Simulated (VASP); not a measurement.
A run of VASP 6.6.1 is set up as follows.

The input INCAR:

```
  PREC = Accurate
  ENCUT = 520
  EDIFF = 1E-7
  ISMEAR = 0
  SIGMA = 0.05
  LREAL = False
  LASPH = True
  NELM = 100
  ALGO = Fast
  ISIF = 2
  LWAVE = False
  LCHARG = False
  GGA = PE
  NBANDS = 24
```

The input KPOINTS:

```
Automatic mesh
0
Gamma
  14 14 14
```

Contents of POSCAR:

```
CoPtO2
1.0
    1.4270091439      0.8238841134      5.9697165251
   -1.4270091439      0.8238841134      5.9697165251
    0.0000000000     -1.6477682267      5.9697165251
Co Pt O
1 1 2
Direct
    0.5000000000      0.5000000000      0.5000000000
    0.0000000000      0.0000000000      0.0000000000
    0.8876557831      0.8876557831      0.8876557831
    0.1123442169      0.1123442169      0.1123442169
```

Potentials or basis: VASP PAW PBE potentials, release 64 (Co, Pt, O).

Launch:

```sh
$ cat potpaw_PBE.64/Co/POTCAR potpaw_PBE.64/Pt/POTCAR potpaw_PBE.64/O/POTCAR > POTCAR
$ mpirun -np 1 vasp_std > vasp.out
```

(1) Estimate the largest force.

(2) What does it give for the band gap on the k mesh?

(3) What does it give for the pressure?

Results:

(1) 0.018 eV/Å.

(2) none (metal or under the smearing width).

(3) 0.2 GPa.

Caveat: an odd number of electrons without spin polarisation forces a metal; a magnetic or distorted state may lie lower; the run has no spin polarisation, though such a crystal can be magnetic; semilocal functionals often make such compounds metallic where correlation or magnetic order opens a gap, which also shifts bond lengths.
